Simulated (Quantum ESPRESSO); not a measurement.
MnF2:

```
CELL_PARAMETERS angstrom
4.87380 0.00000 0.00000
0.00000 4.87380 0.00000
0.00000 0.00000 3.31070
ATOMIC_POSITIONS crystal
Mn 0.50000 0.50000 0.50000
Mn 0.00000 0.00000 0.00000
F 0.80530 0.19470 0.50000
F 0.69470 0.69470 0.00000
F 0.19470 0.80530 0.50000
F 0.30530 0.30530 0.00000
```

```yaml
Program: Quantum ESPRESSO 7.5
Task: single point
Functional: PBE
Potentials_or_basis: SSSP 1.3 efficiency PBE
Cutoff: 884 eV
Density_cutoff: 10612 eV
k_mesh: 6 × 6 × 8
Occupations: fermi-dirac, width 0.05 eV
Spin: collinear spin, ferromagnetic start
Starting_moments: "[4.0, 4.0, 0.0, 0.0, 0.0, 0.0] μB"
```

On this cell: pressure 3.8 GPa; largest force 0.043 eV/Å; net moment 10.00 μB per cell; site moments Mn +4.19; F +0.10 μB; band gap on the k mesh 1.09 eV, direct.

The same run follows on a disturbed copy (atoms moved at random, drawn with an rms of 0.05 Å):

```xyz
6
Lattice="4.8738 0.0000 0.0000 0.0000 4.8738 0.0000 0.0000 0.0000 3.3107" Properties=species:S:1:pos:R:3 pbc="T T T"
Mn    2.4161    2.4175    1.6324
Mn   -0.0267   -0.0080   -0.0191
F     3.9199    0.9255    1.6793
F     3.3841    3.3905   -0.0148
F     0.9878    3.9457    1.6133
F     1.4746    1.5140    0.0327
```

What changes?

The energy moves by +3.5 meV/atom; pressure 4.0 GPa; largest force 0.361 eV/Å; net moment 10.00 μB per cell; site moments Mn +4.15; F +0.10 μB; band gap on the k mesh 1.09 eV, direct.

Forces in eV/Å, atoms in the order of the input:
```
Mn   0.142  0.121  0.241
Mn   0.253 -0.029  0.098
F   -0.113  0.157 -0.150
F   -0.005 -0.113 -0.035
F   -0.106  0.059  0.098
F   -0.171 -0.194 -0.251
```

Stress tensor (GPa, compression positive):
```
 3.75  0.05  0.53
 0.05  3.83 -0.03
 0.53 -0.03  4.31
```

Caveats: only a ferromagnetic start was run, and an antiferromagnetic order may lie lower in energy.

A k mesh can miss the band edges.
